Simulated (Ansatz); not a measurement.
# CrO2 (1T sheet): how robust is the cRPA U?, part 2 of 2

Aim: hold the target of a cRPA run on CrO2 (1T sheet) and move one thing at a time.

Ansatz 0.2.0; constrained RPA on PBE, plane waves, PAW.

So far. Step 3 (Changed: 9×9×1 mesh): On the Cr t2g shell, screening brings the on-site interaction from 16.7 eV down to U = 3.97 eV. Step 4 (Changed: smooth pair densities): On the Cr t2g shell, screening brings the on-site interaction from 16.8 eV down to U = 4.00 eV.

### 7. Changed: potentials

This step: constrained RPA on PBE, plane waves, norm-conserving pseudopotentials.

The input, input.yaml:

```yaml
crystal:
  lattice:
    - [0.0, 1.94305271, 1.94305271]
    - [1.94305271, -1.94305271, 0.0]
    - [16.48760825, 16.48760825, -16.48760825]
  atoms:
    - { symbol: Cr, position: [0.0, 0.0, 0.3217853089] }
    - { symbol: O, position: [0.3333333333, 0.6666666667, 0.3590093005] }
    - { symbol: O, position: [0.6666666667, 0.3333333333, 0.2845613174] }
  periodic: [true, true, false]
kpoints:
  mp_grid: { grid: [12, 12, 1] }
hamiltonian:
  xc: pbe
  pseudopotentials: { kind: nc }
scf:
  occupations: { method: gaussian, width: 0.08 }
  n_extra_bands: 19
  max_iter: 150
  lower_state_search: "off"
output:
  crpa:
    kmesh: [6, 6, 1]
    target_bands: [v1, c2]
    projections: [{ species: Cr, l: d, shell: 3, orbitals: [dxz, dyz, dxy] }]
```

The run is started by

```sh
> ansatz run input.yaml --threads 4 --pin off --max-ram 14745MiB --backend cpu --events-out ev --progress --plain --runs-dir out
```

Numbers of over 12 decimals in the logs are rounded to 6 here.

The program printed:

```text
[...]
Crystal: 3 atoms, lattice volume = 186.745 Å³
Basis set: ecut = 1278.935154 eV, 19163 PW (Γ)
Bands: 32, of which v1, the nominal top of the filled ones, is band 13 counted from 1 (12 counted from 0)
Symmetry: 12 space group operations
[...]
k-points: 19 of 144
[...]
the weakly bound empty levels are not read free of the cell's end (no_gap_told)
[...]
χ-basis size per q: N_G = 662..709
[...]
Site 0, 3D, 3 of 5 d orbitals (Wannier functions 1, 2, 3; wannier90's mr 2, 3, 5):
      screened: U = 3.9708 eV, U' = 3.1046 eV, J = 0.4135 eV
      screened, to within: U = 1.1e-2 eV, U' = 1.1e-2 eV, J = 9.9e-4 eV
      bare: V = 16.7377 eV, V' = 15.5030 eV, J = 0.5738 eV
[...]
[key lines of the parts left out:]
SCF converged after 10 iterations
Free energy (F): -3515.351600 eV
Fermi energy:    -7.022915 eV
```

Wall time 2.6 min (4 threads of Arm Neoverse V2, shared host); peak memory 4.4 GiB.

This step gave:

```
U                                                 : 3.971 eV
U prime (inter-orbital)                           : 3.105 eV
J                                                 : 0.4135 eV
bare V                                            : 16.74 eV
bare J                                            : 0.5738 eV
stated bound on U                                 : 0.01027 eV
U over bare V                                     : 0.2372
electrons in the window                           : 2.000
head of the constrained inverse dielectric matrix : 0.6643
least eigenvalue of the projection's overlap      : 0.5764
target functions                                  : 3
bands in the sums                                 : 30
width of the target bands                         : 1.639 eV
weight of the projected orbitals in the window    : 0.7689
```

On the Cr t2g shell, screening brings the on-site interaction from 16.7 eV down to U = 3.97 eV.

### 8. Changed: strain -3%

This step: constrained RPA on PBE, plane waves, PAW.

The cell differs from the one that the last finished run ended in (a 2.748 → 2.665 Å, b 2.748 → 2.665 Å).

Edit input.yaml of step 7 so:

```diff
@@ -2,4 +2,4 @@
   lattice:
-    - [0.0, 1.94305271, 1.94305271]
-    - [1.94305271, -1.94305271, 0.0]
+    - [0.0, 1.8847611287, 1.8847611287]
+    - [1.8847611287, -1.8847611287, 0.0]
     - [16.48760825, 16.48760825, -16.48760825]
@@ -14,3 +14,2 @@
   xc: pbe
-  pseudopotentials: { kind: nc }
 scf:
@@ -25 +24,6 @@
     projections: [{ species: Cr, l: d, shell: 3, orbitals: [dxz, dyz, dxy] }]
+  local_orbitals:
+    kmesh: [12, 12, 1]
+    orbitals: [{ species: Cr, l: d, shell: 3, orbitals: [dxz, dyz, dxy] }]
+    window: { bands: [v1, c2] }
+    seedname: lo
```

The program printed:

```text
[...]
Crystal: 3 atoms, lattice volume = 175.708 Å³
Basis set: ecut = 420 eV, 3473 PW (Γ)
Bands: 32, of which v1, the nominal top of the filled ones, is band 13 counted from 1 (12 counted from 0)
Symmetry: 12 space group operations
[...]
k-points: 19 of 144
[...]
the weakly bound empty levels are not read free of the cell's end (no_gap_told)
[...]
χ-basis size per q: N_G = 606..685
[...]
Site 0, 3D, 3 of 5 d orbitals (Wannier functions 1, 2, 3; wannier90's mr 2, 3, 5):
      screened: U = 4.0557 eV, U' = 3.1984 eV, J = 0.4082 eV
      screened, to within: U = 1.3e-2 eV, U' = 1.3e-2 eV, J = 7.4e-4 eV
      bare: V = 16.5754 eV, V' = 15.3533 eV, J = 0.5615 eV
[...]
[key lines of the parts left out:]
SCF converged after 7 iterations
Free energy (F): -4512.265742 eV
Fermi energy:    -6.882177 eV
```

Run time: 41 s. Hardware: 4 threads; peak memory 1 GiB.

Numbers from this step:

```yaml
u: 4.056 eV
u_prime_inter_orbital: 3.198 eV
j: 0.4082 eV
bare_v: 16.58 eV
bare_j: 0.5615 eV
stated_bound_on_u: 0.01250 eV
u_over_bare_v: 0.2447
electrons_in_the_window: 2.000
head_of_the_constrained_inverse_dielectric_matrix: 0.6713
least_eigenvalue_of_the_projection_s_overlap: 0.5540
target_functions: 3
bands_in_the_sums: 30
r_m_s_miss_of_the_model_bands: 0.002514 eV
width_of_the_target_bands: 1.979 eV
weight_of_the_projected_orbitals_in_the_window: 0.7529
```

On the Cr t2g shell, screening brings the on-site interaction from 16.6 eV down to U = 4.06 eV.

### 9. Side by side

Times are wall times on 4 threads of Arm Neoverse V2, shared host, good to a factor of about two.

| run | bare V (eV) | U (eV) | J (eV) | bound on U (eV) | width (eV) | time |
| --- | --- | --- | --- | --- | --- | --- |
| target window | 16.78 | 3.973 | 0.415 | 0.0127 | 1.65 | 32 s |
| 9×9×1 mesh | 16.73 | 3.972 | 0.414 | 0.0143 | 1.65 | 91 s |
| smooth pair densities | 16.78 | 4.004 | 0.433 | 0.0019 | 1.65 | 34 s |
| potentials | 16.74 | 3.971 | 0.414 | 0.0103 | 1.64 | 2.6 min |
| strain -3% | 16.58 | 4.056 | 0.408 | 0.0125 | 1.98 | 41 s |

### 10. Results

| Property | Result |
| --- | --- |
| target window | U 3.97 eV, J 0.42 eV |
| 9×9×1 mesh | U 3.97 eV, J 0.41 eV |
| smooth pair densities | U 4.00 eV, J 0.43 eV |
| potentials | U 3.97 eV, J 0.41 eV |
| strain -3% | U 4.06 eV, J 0.41 eV |

What this shows: 9×9×1 mesh moves U by −0.002 eV (within the solver's bounds, for the mean over orbitals) at 2.8 times the time. Smooth pair densities moves U by +0.03 eV. Potentials moves U by −0.003 eV (within the solver's bounds, for the mean over orbitals) at 4.9 times the time. Strain -3% moves U by +0.08 eV. The printed bound covers the solver alone, not the mesh. The parent state is non-magnetic and the interaction static (zero frequency); U depends on the window and the orbitals, so it belongs to this model alone.

[Paths, hosts, dates, memory and timing lines, banners, echoed tables and standing remarks are left out of the program output.]

[Logs are printed without paths, hosts, clocks, repeated set-up lines and the standing remarks that a program may print on its own settings, such as how far it seeks lower states.]

[Runs of the session that timed out or met a known fault of the program may be left out.]

[Hosts, paths, dates, database ids (printed as entryN), source tags and the programs' standing remarks are cut or masked in the printed files.]
